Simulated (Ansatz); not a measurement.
Crystal: AlAu.

```
Au Al
1.0
     3.22394    0.00000    0.00000
     0.00000    3.22394    0.00000
     0.00000    0.00000    3.22394
Au Al
1 1
Direct
  0.50000 0.50000 0.50000
  0.00000 0.00000 0.00000
```

The cell comes from a database or a generator and needn't be the stable form of this composition.

Base run:

- Program: Ansatz 0.2.0
- Functional: PBEsol
- Potentials or basis: all-electron LAPW, scalar-relativistic
- Cutoff: 207 eV (chosen from the basis error)
- Basis error allowed: 0.001 eV/atom
- k mesh: 8 × 8 × 8
- Occupations: fermi-dirac, width 0.05 eV
- Spin: no spin polarisation

Its results: pressure -5.1 GPa.

Problem. The run is repeated on the same cell with these changes: functional from PBEsol to LDA. What comes out?

Solution. Pressure -7.9 GPa.

LDA binds more tightly than PBEsol, so the same cell stands under less pressure.
